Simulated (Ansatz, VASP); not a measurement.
# PtSe2: VASP beside Ansatz

```
Se Pt
1.0
     3.70690    0.00000    0.00000
    -1.85345    3.21027    0.00000
     0.00000    0.00000   31.12150
Se Pt
2 1
Cartesian
  1.8535 1.0701 14.2360
  0.0000 2.1402 16.8855
  0.0000 0.0000 15.5607
```

Alike in both runs: functional PBE; dispersion D3(BJ); k mesh 9 × 9 × 1; occupations gaussian, width 0.02 eV; no spin polarisation.

Ansatz relaxed the structure, and its values are those at the end. VASP's run is a single point on that final structure, the one shown.

|  | VASP | Ansatz |
| --- | --- | --- |
| version | VASP 6.6.1 | Ansatz 0.2.0 |
| potentials or method | VASP PAW PBE potentials, release 64 (Se, Pt) | scalar-relativistic, plane waves, PAW |
| plane-wave cutoff (eV) | 520 | 420 |
| valence electrons in the cell | 22 | 50 |

```tsv
	VASP	Ansatz	Ansatz less VASP
gap on the k mesh at the Fermi level (eV)	1.35	1.36	+0.011
least direct gap on the mesh (eV)	1.58	1.59	+0.008
```

The two sets of potentials don't hold the same shells in valence.

Caveats: spin-orbit coupling is left out, which moves the levels of the heavy elements. Expect the measured gap to be larger: semilocal functionals such as PBE lack the derivative discontinuity.
